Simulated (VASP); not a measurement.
# BiTe (Fm-3m) in VASP: a series of runs

The runs below take BiTe through single point, with PBE.

All numbers are computed with VASP 6.6.1; they aren't measurements. Logs are shortened: lines on timing, memory, paths and dates and some standing lists are left out, and cuts for length are marked.

### 1 Starting point

Symmetry: Fm-3m, No. 225, cubic system. The conventional cell has a = 6.470 Å, b = 6.470 Å, c = 6.470 Å, α = 90.00°, β = 90.00°, γ = 90.00°. Around Bi (site symmetry m-3m) lie 6 Te at 3.23 Å. Te (site symmetry m-3m) has 6 Bi at 3.23 Å as nearest neighbours.

### 2 Single point, PBE

Input file INCAR:

```
SYSTEM = BiTe
ALGO     = Normal         ! electronic algorithm
EDIFF    = 1E-7           ! SCF threshold, eV
ENCUT    = 520            ! plane-wave cutoff, eV
GGA      = PE             ! functional
ISIF     = 2              ! what is computed and relaxed
ISMEAR   = -1             ! smearing method
LASPH    = .True.         ! aspherical terms in the spheres
LCHARG   = .False.        ! write CHGCAR
LREAL    = .False.        ! projectors in reciprocal space
LWAVE    = .False.        ! write WAVECAR
NBANDS   = 18             ! bands
NELM     = 100            ! most SCF steps
PREC     = Accurate       ! precision mode
SIGMA    = 0.1            ! smearing width, eV
```

Input file KPOINTS:

```
k-points
0
Gamma
  6 6 6
  0 0 0
```

Input file POSCAR:

```
BiTe
1.0
    0.0000000000      3.2350000000      3.2350000000
    3.2350000000      0.0000000000      3.2350000000
    3.2350000000      3.2350000000      0.0000000000
Bi Te
1 1
Direct
    0.0000000000      0.0000000000      0.0000000000
    0.5000000000      0.5000000000      0.5000000000
```

Potentials or basis: VASP PAW PBE potentials, release 64 (Bi_d, Te).

Run with:

```
$ cat potpaw_PBE.64/Bi_d/POTCAR potpaw_PBE.64/Te/POTCAR > POTCAR
$ mpirun -np 1 vasp_std > vasp.out
```

OUTCAR:

```text
SYSTEM = BiTe
   EDIFF = 1E-7
   ENCUT = 520
   GGA = PE
   ISIF = 2
   ISMEAR = -1
   LASPH = .True.
   LREAL = .False.
   NELM = 100
   PREC = Accurate

 ion  position               nearest neighbor table
   1  0.000  0.000  0.000-   2 3.23   2 3.23   2 3.23   2 3.23   2 3.23   2 3.23
   2  0.500  0.500  0.500-   1 3.23   1 3.23   1 3.23   1 3.23   1 3.23   1 3.23

  LATTYP: Found a face centered cubic cell.
 ALAT       =     6.4700000000

  Lattice vectors:

 A1 = (   0.0000000000,   3.2350000000,   3.2350000000)
 A2 = (   3.2350000000,   0.0000000000,   3.2350000000)
 A3 = (   3.2350000000,   3.2350000000,   0.0000000000)

Analysis of symmetry for initial positions (statically):
=====================================================================
 Subroutine PRICEL returns:
 Original cell was already a primitive cell.

 Routine SETGRP: Setting up the symmetry group for a
 face centered cubic supercell.

 Subroutine GETGRP returns: Found 48 space group operations
 (whereof 48 operations were pure point group operations)
 out of a pool of 48 trial point group operations.

The static configuration has the point symmetry O_h .

Analysis of symmetry for dynamics (positions and initial velocities):
=====================================================================
 Subroutine PRICEL returns:
 Original cell was already a primitive cell.

 Routine SETGRP: Setting up the symmetry group for a
 face centered cubic supercell.

 Subroutine GETGRP returns: Found 48 space group operations
 (whereof 48 operations were pure point group operations)
 out of a pool of 48 trial point group operations.

The dynamic configuration has the point symmetry O_h .

 Subroutine INISYM returns: Found 48 space group operations
 (whereof 48 operations are pure point group operations),
 and found     1 'primitive' translations

----------------------------------------------------------------------------------------

                                     Primitive cell

  volume of cell :      67.7100

  direct lattice vectors                    reciprocal lattice vectors
     0.000000000  3.235000000  3.235000000    -0.154559505  0.154559505  0.154559505
     3.235000000  0.000000000  3.235000000     0.154559505 -0.154559505  0.154559505
     3.235000000  3.235000000  0.000000000     0.154559505  0.154559505 -0.154559505

  length of vectors
     4.574980874  4.574980874  4.574980874     0.267704916  0.267704916  0.267704916

  position of ions in fractional coordinates (direct lattice)
     0.000000000  0.000000000  0.000000000
     0.500000000  0.500000000  0.500000000

  ion indices of the primitive-cell ions
   primitive index   ion index
                 1           1
                 2           2

----------------------------------------------------------------------------------------

 KPOINTS: k-points

Automatic generation of k-mesh.
 Grid dimensions read from file:
 generate k-points for:    6    6    6

 Generating k-lattice:

  Cartesian coordinates                     Fractional coordinates (reciprocal lattice)
    -0.025759918  0.025759918  0.025759918     0.166666667  0.000000000  0.000000000
     0.025759918 -0.025759918  0.025759918     0.000000000  0.166666667  0.000000000
     0.025759918  0.025759918 -0.025759918     0.000000000  0.000000000  0.166666667

  Length of vectors
     0.044617486  0.044617486  0.044617486

  Shift w.r.t. Gamma in fractional coordinates (k-lattice)
     0.000000000  0.000000000  0.000000000

 Subroutine IBZKPT returns following result:
 ===========================================

 Found     16 irreducible k-points:

 Following reciprocal coordinates:
            Coordinates               Weight
  0.000000  0.000000  0.000000      1.000000
  0.166667  0.000000  0.000000      8.000000
  0.333333  0.000000  0.000000      8.000000
  0.500000  0.000000  0.000000      4.000000
  0.166667  0.166667  0.000000      6.000000
  0.333333  0.166667  0.000000     24.000000
[... 8 lines left out ...]
 -0.333333  0.333333  0.166667     24.000000
 -0.333333  0.500000  0.166667     12.000000
   k-points           NKPTS =     16   k-points in BZ     NKDIM =     16   number of bands    NBANDS=     18
   number of dos      NEDOS =    301   number of ions     NIONS =      2
   total plane-waves  NPLWV =  46656
   dimension x,y,z NGX =    36 NGY =   36 NGZ =   36
   dimension x,y,z NGXF=    72 NGYF=   72 NGZF=   72
   ions per type =               1   1
   NGX,Y,Z   is equivalent  to a cutoff of  13.08, 13.08, 13.08 a.u.
   NGXF,Y,Z  is equivalent  to a cutoff of  26.16, 26.16, 26.16 a.u.
 SYSTEM =  BiTe
   PREC   = accura    normal or accurate (medium, high low for compatibility)
   ISTART =      0    job   : 0-new  1-cont  2-samecut
   ICHARG =      2    charge: 1-file 2-atom 10-const
   ISPIN  =      1    spin polarized calculation?
   LNONCOLLINEAR =      F non collinear calculations
   LSORBIT =      F    spin-orbit coupling
   LASPH  =      T    aspherical Exc in radial PAW
   ENCUT  =  520.0 eV  38.22 Ry    6.18 a.u.   8.51  8.51  8.51*2*pi/ulx,y,z
   NELM   =    100;   NELMIN=  2; NELMDL= -5     # of ELM steps
   EDIFF  = 0.1E-06   stopping-criterion for ELM
   LREAL  =      F    real-space projection
   EDIFFG = 0.1E-05   stopping-criterion for IOM
   NSW    =      0    number of steps for IOM
   IBRION =     -1    ionic relax: 0-MD 1-quasi-New 2-CG
   NFREE  =      0    steps in history (QN), initial steepest desc. (CG)
   ISIF   =      2    stress and relaxation
   ISYM   =      2    0-nonsym 1-usesym 2-fastsym
   POTIM  = 0.5000    time-step for ionic-motion
   TEBEG  =    0.0;   TEEND  =   0.0 temperature during run
   PSTRESS=    0.0 pullay stress
   NELECT =      21.0000    total number of electrons
   NUPDOWN=      -1.0000    fix difference up-down
   EMIN   =  10.00;   EMAX   =-10.00  energy-range for DOS
   EFERMI =   0.00;   METHOD = LEGACY
   ISMEAR =    -1;   SIGMA  =   0.10  broadening in eV -4-tet -1-fermi 0-gaus
   EFERMI_NEDOS =   21; number of points for ismear=-14 and -15
   IALGO  =     38    algorithm
   IMIX   =      4    mixing-type and parameters
     AMIX     =   0.40;   BMIX     =  1.00
     AMIX_MAG =   1.60;   BMIX_MAG =  1.00
  volume/ion in A,a.u.               =      33.86       228.46
  Fermi-wavevector in a.u.,A,eV,Ry     =   1.108146  2.094092 16.707785  1.227988
  Thomas-Fermi vector in A             =   2.244669
   LORBIT       =      0    0 simple, 1 ext, 2 COOP (PROOUT), +10 PAW based schemes
   GGA     = PE    functional components
   LHFCALC =     F    Hartree Fock is set to
   AEXX    =    0.0000 exact exchange contribution
   IVDW    =     0    specifies the selected vdW correction
   LEPSILON=     F    determine dielectric tensor
   LRPA    =     F    only Hartree local field effects (RPA)
 non-spin polarized calculation
  energy-cutoff  :      520.00
  volume of cell :       67.71
 maximum number of plane-waves:      1853
 NGX is ok and might be reduce to    36
   NGX = 17   NGY = 17   NGZ = 17

 number of electron      21.0000001 magnetization

 Free energy of the ion-electron system (eV)
  ---------------------------------------------------
  ext. energy  EPLUGINS =         0.00000000
  ---------------------------------------------------
  free energy    TOTEN  =        -7.19428825 eV

  energy without entropy =       -7.14001578  energy(sigma->0) =       -7.16715202

 E-fermi :   6.6036     XC(G=0):  -9.4335

 val. band max:        6.5380536700   @ k =  -0.1667   0.1667   0.0000
 cond. band min:       6.6912481182   @ k =   0.3333   0.0000   0.0000
 fundamental gap:      0.1531944482
 Fermi energy:         6.6036316920

 k-point     1 :       0.0000    0.0000    0.0000
  band No.  band energies     occupation
      1     -16.4979      2.00000
      2     -16.4979      2.00000
      3     -16.4949      2.00000
      4     -16.4949      2.00000
      5     -16.4949      2.00000
      6      -6.8715      2.00000
[... 10 lines left out ...]
     17      12.7670      0.00000
     18      13.2090      0.00000

 k-point     2 :       0.1667    0.0000    0.0000
  band No.  band energies     occupation
      1     -16.4989      2.00000
      2     -16.4989      2.00000
      3     -16.4944      2.00000
      4     -16.4933      2.00000
      5     -16.4933      2.00000
      6      -6.6242      2.00000
[... 10 lines left out ...]
     17      14.2278      0.00000
     18      14.5869      0.00000

 k-point     3 :       0.3333    0.0000    0.0000
  band No.  band energies     occupation
      1     -16.5013      2.00000
      2     -16.5013      2.00000
      3     -16.4935      2.00000
      4     -16.4897      2.00000
      5     -16.4897      2.00000
      6      -5.9030      2.00000
[... 10 lines left out ...]
     17      16.1187      0.00000
     18      17.1444      0.00000

 k-point     4 :       0.5000    0.0000    0.0000
  band No.  band energies     occupation
      1     -16.5025      2.00000
      2     -16.5025      2.00000
      3     -16.4930      2.00000
      4     -16.4878      2.00000
      5     -16.4878      2.00000
      6      -4.9185      2.00000
[... 10 lines left out ...]
     17      14.8558      0.00000
     18      15.8678      0.00000

 k-point     5 :       0.1667    0.1667    0.0000
  band No.  band energies     occupation
      1     -16.5011      2.00000
      2     -16.4968      2.00000
      3     -16.4957      2.00000
      4     -16.4923      2.00000
      5     -16.4923      2.00000
      6      -6.5475      2.00000
[... 10 lines left out ...]
     17      13.2692      0.00000
     18      13.5897      0.00000

 k-point     6 :       0.3333    0.1667    0.0000
  band No.  band energies     occupation
      1     -16.5038      2.00000
      2     -16.4976      2.00000
      3     -16.4952      2.00000
      4     -16.4900      2.00000
      5     -16.4890      2.00000
      6      -6.0057      2.00000
[... 10 lines left out ...]
     17      14.8488      0.00000
     18      15.1432      0.00000

 k-point     7 :       0.5000    0.1667    0.0000
  band No.  band energies     occupation
      1     -16.5045      2.00000
      2     -16.5000      2.00000
      3     -16.4928      2.00000
      4     -16.4889      2.00000
      5     -16.4872      2.00000
      6      -5.0842      2.00000
[... 10 lines left out ...]
     17      15.4173      0.00000
     18      16.2341      0.00000

 k-point     8 :      -0.3333    0.1667    0.0000
  band No.  band energies     occupation
      1     -16.5025      2.00000
      2     -16.5013      2.00000
      3     -16.4922      2.00000
      4     -16.4891      2.00000
      5     -16.4889      2.00000
      6      -5.3943      2.00000
[... 10 lines left out ...]
     17      15.6039      0.00000
     18      16.0761      0.00000
[... 61 lines left out ...]
     17      16.2218      0.00000
     18      16.4720      0.00000

 k-point    12 :      -0.3333    0.3333    0.0000
  band No.  band energies     occupation
      1     -16.5063      2.00000
      2     -16.4983      2.00000
      3     -16.4924      2.00000
      4     -16.4886      2.00000
      5     -16.4869      2.00000
      6      -4.6673      2.00000
[... 10 lines left out ...]
     17      15.6408      0.00000
     18      18.5152      0.00000

 k-point    13 :       0.5000    0.5000    0.0000
  band No.  band energies     occupation
      1     -16.5119      2.00000
      2     -16.4983      2.00000
      3     -16.4933      2.00000
      4     -16.4844      2.00000
      5     -16.4844      2.00000
      6      -5.1138      2.00000
[... 10 lines left out ...]
     17      16.2845      0.00000
     18      17.2566      0.00000

 k-point    14 :       0.5000    0.3333    0.1667
  band No.  band energies     occupation
      1     -16.5058      2.00000
      2     -16.4979      2.00000
      3     -16.4944      2.00000
      4     -16.4884      2.00000
      5     -16.4873      2.00000
      6      -5.3922      2.00000
[... 10 lines left out ...]
     17      14.9236      0.00000
     18      16.4060      0.00000

 k-point    15 :      -0.3333    0.3333    0.1667
  band No.  band energies     occupation
      1     -16.5060      2.00000
      2     -16.4987      2.00000
      3     -16.4915      2.00000
      4     -16.4907      2.00000
      5     -16.4858      2.00000
      6      -4.6626      2.00000
[... 10 lines left out ...]
     17      15.9208      0.00000
     18      17.1292      0.00000

 k-point    16 :      -0.3333    0.5000    0.1667
  band No.  band energies     occupation
      1     -16.5088      2.00000
      2     -16.4962      2.00000
      3     -16.4950      2.00000
      4     -16.4880      2.00000
      5     -16.4844      2.00000
      6      -4.8077      2.00000
[... 10 lines left out ...]
     17      16.7596      0.00000
     18      17.1013      0.00000

------------------------ aborting loop because EDIFF is reached ----------------------------------------

  FORCE on cell =-STRESS in cart. coord.  units (eV):
  Direction    XX          YY          ZZ          XY          YZ          ZX
  --------------------------------------------------------------------------------------
  -------------------------------------------------------------------------------------
  Total        0.3444767      0.3444767      0.3444767      0.0000000      0.0000000      0.0000000
  in kB        8.1511265      8.1511265      8.1511265      0.0000000      0.0000000      0.0000000
  external PRESSURE =       8.1511265 kB  Pullay stress =       0.0000000 kB

 VOLUME and BASIS-vectors are now :
 -----------------------------------------------------------------------------
  energy-cutoff  :      520.00
  volume of cell :       67.71
      direct lattice vectors                 reciprocal lattice vectors
     0.000000000  3.235000000  3.235000000    -0.154559505  0.154559505  0.154559505
     3.235000000  0.000000000  3.235000000     0.154559505 -0.154559505  0.154559505
     3.235000000  3.235000000  0.000000000     0.154559505  0.154559505 -0.154559505

 POSITION                                       TOTAL-FORCE (eV/Angst)
 -----------------------------------------------------------------------------------
      0.00000      0.00000      0.00000         0.000000      0.000000      0.000000
      3.23500      3.23500      3.23500        -0.000000     -0.000000     -0.000000
 -----------------------------------------------------------------------------------
    total drift:                               -0.000000      0.000000      0.000000

  FREE ENERGIE OF THE ION-ELECTRON SYSTEM (eV)
  ---------------------------------------------------
  free  energy   TOTEN  =        -7.1942882479 eV

  energy  without entropy=       -7.1400157824  energy(sigma->0) =       -7.16715202
```

Wall time 23 s (1 thread of Intel Xeon Platinum 8259CL at 2.50GHz (Skylake/Cascade Lake), shared host); peak memory 0.2 GiB.

Results:

| Quantity | Value |
| --- | --- |
| Free energy | -7.1943 eV |
| Pressure | 0.8 GPa |
| Band gap on the k mesh | none (metal or under the smearing width) |

Caveat: spin-orbit coupling is left out, which moves the levels of the heavy elements.

### 3 Single point, PBE

Input file INCAR:

```
PREC = Accurate ; ENCUT = 520
EDIFF = 1E-6 ; ISMEAR = -1
SIGMA = 0.1 ; LREAL = False
LASPH = True ; NELM = 100
ALGO = Normal ; ISIF = 2
LWAVE = False ; LCHARG = True
GGA = PE ; LELF = True
LVHAR = True ; NBANDS = 18
```

Input file KPOINTS:

```
Automatic mesh
0
Gamma
  6 6 6
```

Changes to POSCAR since step 2:

```diff
@@ -8,3 +8,3 @@
 Direct
-    0.0000000000      0.0000000000      0.0000000000
+    0.0154559505      0.0154559505     -0.0154559505
     0.5000000000      0.5000000000      0.5000000000
```

Potentials or basis: VASP PAW PBE potentials, release 64 (Bi_d, Te).

Run with:

```
$ cat potpaw_PBE.64/Bi_d/POTCAR potpaw_PBE.64/Te/POTCAR > POTCAR
$ mpirun -np 1 vasp_std > vasp.out
```

It took 33 s on 1 thread of Intel Xeon Platinum 8259CL at 2.50GHz (Skylake/Cascade Lake), shared host; peak memory 0.22 GiB.

It converged, with:

| Property | Result |
| --- | --- |
| Free energy | -7.1794 eV |
| Pressure | 1.0 GPa |
| Largest force | 0.297 eV/Å |
| Band gap on the k mesh | none (metal or under the smearing width) |

Forces in eV/Å, atoms in the order of the input:
```
Bi   0.000  0.000 -0.297
Te   0.000  0.000  0.297
```

Stress tensor (GPa, compression positive):
```
0.92 0.00 0.00
0.00 0.92 0.00
0.00 0.00 1.08
```

Levels at points of the mesh, in eV from the Fermi level:
| k point | band 6 | band 7 | band 8 | band 9 | band 10 | band 11 | band 12 | band 13 | band 14 | band 15 |
| --- | --- | --- | --- | --- | --- | --- | --- | --- | --- | --- |
| (0.00, 0.00, 0.00) | -13.51 | -8.09 | -2.55 | -2.51 | -2.51 | 2.13 | 2.13 | 2.20 | 4.70 | 4.73 |
| (0.50, 0.00, 0.00) | -11.61 | -11.16 | -1.98 | -1.90 | -1.60 | -0.76 | -0.58 | -0.51 | 7.29 | 7.85 |
| (0.50, 0.50, 0.00) | -11.73 | -9.97 | -5.61 | -3.99 | -3.99 | 2.27 | 3.62 | 3.62 | 5.01 | 8.69 |
| (0.00, 0.50, 0.50) | -11.76 | -9.92 | -5.63 | -4.00 | -3.97 | 2.16 | 3.64 | 3.72 | 4.98 | 8.68 |

Caveat: spin-orbit coupling is left out, which moves the levels of the heavy elements.
